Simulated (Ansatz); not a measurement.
Input:

Relaxed BeO (wurtzite):

```yaml
crystal:
  lattice:
    - [5.38097, 0.00000, 0.00000]
    - [-1.34524, 2.33003, 0.00000]
    - [0.00000, 0.00000, 4.36988]
  atoms:
    - { symbol: Be, position: [0.33333, 0.33333, 0.00145] }
    - { symbol: Be, position: [0.83333, 0.33333, 0.00145] }
    - { symbol: Be, position: [0.16667, 0.66667, 0.50145] }
    - { symbol: Be, position: [0.66667, 0.66667, 0.50145] }
    - { symbol: O, position: [0.33333, 0.33333, 0.62375] }
    - { symbol: O, position: [0.83333, 0.33333, 0.62375] }
    - { symbol: O, position: [0.16667, 0.66667, 0.12375] }
    - { symbol: O, position: [0.66667, 0.66667, 0.12375] }
```

A phonon eigenvector at M = (0.5, 0.0, 0.0) is frozen into this cell: atom i moves by Q times the vector below, so Q is the largest atomic displacement, in Å. The cell is held. (q is in reciprocal vectors of the primitive cell; the cell shown is doubled to hold the pattern.)

```
atom       x       y      z
----  ------  ------  -----
Be1    0.449  -0.777  0.000
Be2   -0.449   0.777  0.000
Be3   -0.449   0.777  0.000
Be4    0.449  -0.777  0.000
O5    -0.500   0.866  0.000
O6     0.500  -0.866  0.000
O7     0.500  -0.866  0.000
O8    -0.500   0.866  0.000
```

The numbers are results of r2SCAN (plane waves to 500 eV, PAW, scalar-relativistic; Ansatz, a program for electronic structure), not measurements. k mesh 7×14×8 (Γ-centred), Fermi-Dirac smearing 0.05 eV. The energy includes the smearing's −TS. BeO was relaxed with its symmetry unable to fall. The zero of ΔE is the undisplaced structure.

The scan covers Q from -0.280 to 0.280 Å in 13 points.

### Question
Which space group does the distorted structure have?

### Answer
Pca2_1 (No. 29), lowered from P6_3mc.

### Question
Is this a single well or a double well?

### Answer
A single well with its minimum at or next to zero displacement.

### Question
What is the energy change at Q = 0.280 Å?

### Answer
3384 meV/cell.

### Question
What harmonic wavenumber does the curvature at Q = 0 give?

### Answer
506 cm⁻¹.

(A displaced cell: forces are minus the slopes of the energy, force constants its curvatures, and phonons follow from these.)
